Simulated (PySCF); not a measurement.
**Functional dependence of a UV spectrum**

Compound: C2H2Cl2.
SMILES with atom numbers: `[Cl:1]/[CH:2]=[CH:3]/[Cl:4]` (hydrogens: H5 on C2; H6 on C3)

Cartesian coordinates in Å at the PBE0-D3(BJ)/def2-SVP level; atoms count from 1:
```
atom  x, y, z in Å
Cl1    2.1193    0.3473   -0.0009
C2     0.5557   -0.3678    0.0012
C3    -0.5557    0.3678   -0.0012
Cl4   -2.1193   -0.3473    0.0009
H5     0.5460   -1.4600    0.0047
H6    -0.5460    1.4600   -0.0047
```

Linear-response calculations in the def2-SVPD basis (PySCF; singlets by full response, triplets Tamm–Dancoff, core orbitals frozen in the response; HF means time-dependent Hartree–Fock). 'Strongest' is the level of largest summed f among the singlets computed (10 roots, of which the last may lack a degenerate partner); it can jump between rows when another state enters that window. S1 is the lowest singlet of each run and needn't be the same state throughout; f(S1) is that of one state. Isolated species at its PBE0-D3(BJ)/def2-SVP geometry, gas phase.

```json
{"functional": "LDA", "kind": "LDA", "S1 (eV)": "5.51", "f(S1)": "0.000", "strongest (eV)": "5.70", "T1 (eV)": "3.96", "HOMO (eV)": "-6.43", "gap (eV)": "4.48", "ionisation energy, ΔSCF (eV)": "9.60"}
{"functional": "PBE", "kind": "GGA", "S1 (eV)": "5.50", "f(S1)": "0.000", "strongest (eV)": "5.76", "T1 (eV)": "3.81", "HOMO (eV)": "-6.29", "gap (eV)": "4.55", "ionisation energy, ΔSCF (eV)": "9.41"}
{"functional": "B3LYP", "kind": "global hybrid, 20% exact exchange", "S1 (eV)": "5.80", "f(S1)": "0.000", "strongest (eV)": "6.05", "T1 (eV)": "3.82", "HOMO (eV)": "-7.22", "gap (eV)": "6.22", "ionisation energy, ΔSCF (eV)": "9.59"}
{"functional": "PBE0", "kind": "global hybrid, 25% exact exchange", "S1 (eV)": "5.95", "f(S1)": "0.000", "strongest (eV)": "6.18", "T1 (eV)": "3.78", "HOMO (eV)": "-7.47", "gap (eV)": "6.68", "ionisation energy, ΔSCF (eV)": "9.64"}
{"functional": "CAM-B3LYP", "kind": "range-separated hybrid", "S1 (eV)": "6.13", "f(S1)": "0.000", "strongest (eV)": "6.26", "T1 (eV)": "3.80", "HOMO (eV)": "-8.75", "gap (eV)": "9.10", "ionisation energy, ΔSCF (eV)": "9.74"}
{"functional": "wB97X-D", "kind": "range-separated hybrid", "S1 (eV)": "6.18", "f(S1)": "0.000", "strongest (eV)": "6.30", "T1 (eV)": "3.92", "HOMO (eV)": "-9.29", "gap (eV)": "10.31", "ionisation energy, ΔSCF (eV)": "9.73"}
{"functional": "LC-wPBE", "kind": "range-separated hybrid", "S1 (eV)": "6.50", "f(S1)": "0.000", "strongest (eV)": "6.52", "T1 (eV)": "3.73", "HOMO (eV)": "-10.13", "gap (eV)": "11.62", "ionisation energy, ΔSCF (eV)": "9.94"}
{"functional": "HF", "kind": "Hartree–Fock", "S1 (eV)": "6.83", "f(S1)": "0.460", "strongest (eV)": "6.83", "T1 (eV)": "3.32", "HOMO (eV)": "-10.05", "gap (eV)": "12.91", "ionisation energy, ΔSCF (eV)": "not settled"}
```

Q: What does BHandHLYP (global hybrid, 50% exact exchange) give?

A: S1 (eV) 6.25, f(S1) 0.000, strongest (eV) 6.45, T1 (eV) 3.74, HOMO (eV) -8.48, gap (eV) 8.78, ionisation energy, ΔSCF (eV) 9.65. S1 runs from 5.50 eV (PBE) to 6.83 eV (HF), a spread of 1.33 eV, while the orbital gap spreads over 8.4 eV. Along PBE (0%), B3LYP (20%), PBE0 (25%), BHandHLYP (50%), HF (100%) S1 rises with the share of exact exchange. −ε(HOMO) comes closest to its own ΔSCF ionisation energy with LC-wPBE (+0.20 eV) and misses most with LDA (-3.17 eV). 'Not settled' means that the ion's SCF failed to converge or may have ended in another state than the lowest.
